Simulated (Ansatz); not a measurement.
**Calculated 123Sb nuclear quadrupole resonance for Sb₂S₃**

Cell: an entry of the Crystallography Open Database (COD), ions relaxed with PBE at fixed cell.

Space group Pnma (No. 62); a = 11.3110, b = 3.8389, c = 11.2230 Å.

| site | Wyckoff | site symmetry | x | y | z |
| --- | --- | --- | --- | --- | --- |
| Sb1 | 4c | .m. | 0.4734 | 0.2500 | 0.3251 |
| Sb5 | 4c | .m. | 0.3491 | 0.7500 | 0.0343 |
| S9 | 4c | .m. | 0.2911 | 0.2500 | 0.1907 |
| S13 | 4c | .m. | 0.5505 | 0.7500 | 0.1244 |
| S17 | 4c | .m. | 0.3755 | 0.7500 | 0.4403 |

One atom of each set is listed.

Method: Kohn–Sham DFT in Ansatz, r2SCAN, plane waves and PAW, scalar-relativistic, 500 eV cutoff, Γ-centred 3×7×3 k-points, Fermi–Dirac smearing 0.02 eV.

123Sb: I = 7/2, Q = -692.0 mb (year-2017 value). Static lattice, zero field.

(1) Predict the zero-field 123Sb lines of each site.

(2) And for ¹²¹Sb (I = 5/2, Q = -543.0 mb) on Sb5?

Answers

(1) For I = 7/2 and η = 0 the lines are |C_Q|/14 times 1, 2 and 3; η shifts the lowest up most. At large η the states mix, and weaker lines appear at sums of the main ones; lines under 5 % of the strongest are left out.

| site | atoms | V_zz (10²¹ V/m²) | C_Q (MHz) | η | line frequencies (MHz) |
| --- | --- | --- | --- | --- | --- |
| Sb1 | 4 | -15.79 | 264 | 0.41 | 27.8, 35.5, 55.6, 63.3 |
| Sb5 | 4 | -18.87 | 316 | 0.04 | 22.7, 45.1, 67.6 |

(2) C_Q scales with Q to 248 MHz, with lines at 37.2, 74.3 MHz.

At Sb1 V_zz stands upright on the plane through its three neighbours (within 12°).

The largest force is 0.3 eV/Å, so the atoms aren't at the calculated equilibrium and relaxing them would move these values. Without spin–orbit coupling (the program notes it for Sb) the gradients are little affected as a rule: paired runs on crystals with a gap mostly move them by under 2 % at such atoms. With these PAW files V_zz is typically within 2 to 3 % of all-electron values, but misses above 10 % occur on Sb.
